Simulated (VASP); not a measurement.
A run of VASP 6.6.1 is set up as follows.

The input INCAR:

```
SYSTEM = P
AGGAC = 0.0
ALGO = Normal
EDIFF = 1E-6
ENCUT = 520
GGA = ML
ISIF = 2
ISMEAR = -1
LASPH = .True.
LCHARG = .True.
LREAL = .False.
LUSE_VDW = .True.
LVHAR = .True.
LWAVE = .False.
NELM = 60
PREC = Accurate
SIGMA = 0.05
ZAB_VDW = -1.8867
```

KPOINTS

```
k-points
0
Gamma
  8 8 6
  0 0 0
```

Contents of POSCAR:

```
P
5.6309
    0.288670300520     -0.957427198086      0.000000000000
    0.288670300520      0.957427198086      0.000000000000
    0.000000000000      0.000000000000      0.796005537552
P
4
Direct
    0.9041431300      0.0958568700      0.5888151700
    0.0958568700      0.9041431300      0.4111848300
    0.5958568700      0.4041431300      0.0888151700
    0.4041431300      0.5958568700      0.9111848300
```

Potentials or basis: VASP PAW PBE potentials, release 64 (P).

Run with:

```console
$ cat potpaw_PBE.64/P/POTCAR > POTCAR
$ mpirun -np 1 vasp_std > vasp.out
```

Task: Predict the band gap on the k mesh.

Result: 0.18 eV, direct.

Task: What does it give for the largest force?

Result: 0.982 eV/Å.

Task: Predict the pressure.

Result: 10.6 GPa.

Stress tensor (GPa, compression positive):
```
12.66  0.00  0.00
 0.00  8.62  0.00
 0.00  0.00 10.46
```

Caveat: the PAW data sets were made with another functional, which shifts forces and pressure a little. A k mesh can miss the band edges.
